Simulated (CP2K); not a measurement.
SiO2 under changes of volume

One of the cells (17.411 Å³/atom); the others are scaled copies at fixed shape and fractional positions:

```
Si O
1.0
     6.84249    0.00000    0.00000
    -4.84867    4.82805    0.00000
    -0.99691   -2.41402    6.32442
Si O
4 8
Direct
  0.82311 0.82311 0.64622
  0.17689 0.82311 0.00000
  0.82311 0.17689 0.00000
  0.17689 0.17689 0.35378
  0.00000 0.79145 0.79145
  0.20855 0.00000 0.20855
  0.79145 0.00000 0.79145
  0.00000 0.20855 0.20855
  0.00000 0.00000 0.50000
  0.50000 0.00000 0.00000
  0.00000 0.50000 0.00000
  0.50000 0.50000 0.50000
```

The cell comes from a database or a generator and needn't be the stable form of this composition.

* Program: CP2K 2026.2
* Functional: PBE
* Potentials or basis: POTENTIAL_UZH Si GTH-PBE-q4, O GTH-PBE-q6; TZVP-MOLOPT-PBE-GTH basis
* Density cutoff: 8163 eV
* k mesh: 6 × 6 × 6
* Occupations: fermi-dirac, width 0.05 eV
* Spin: no spin polarisation

```csv
volume (Å³/atom),energy over the lowest point (meV/atom),pressure (GPa),gap on the mesh (eV),largest force (eV/Å)
16.366,?,?,?,?
16.715,31.32,9.9,6.17,0.494
17.063,14.23,6.4,6.12,0.314
17.411,3.86,3.2,6.06,0.190
17.759,0.00,0.4,5.98,0.076
18.108,2.06,-2.2,5.89,0.028
18.456,9.48,-4.6,5.79,0.124
```

Task: What does the run at 16.366 Å³/atom give?

Result: Energy over the lowest point 56.83 meV/atom; pressure 13.7 GPa; gap on the mesh 6.22 eV; largest force 0.638 eV/Å.

Worked out: A Birch-Murnaghan fit of order 3 (a polynomial in V^(-2/3)) to the other rows has its minimum at 17.81 Å³/atom with B0 = V·E''(V) = 137 GPa and B' = 3.0 at fixed shape and positions, which overstates the stiffness. It gives 56.01 meV/atom at 16.366 Å³/atom, against the run's 56.83, and -dE/dV = 13.1 GPa, against 13.7. A parabola through the other rows of the gap, of slope -1.2 eV per unit of ln V there, extrapolates to 6.20 eV, against the run's 6.22.

Energies are extrapolated to zero smearing.

Caveats: the basis of atomic orbitals isn't converged, which shifts pressures, moduli and gaps.

A mesh can miss the band edges.
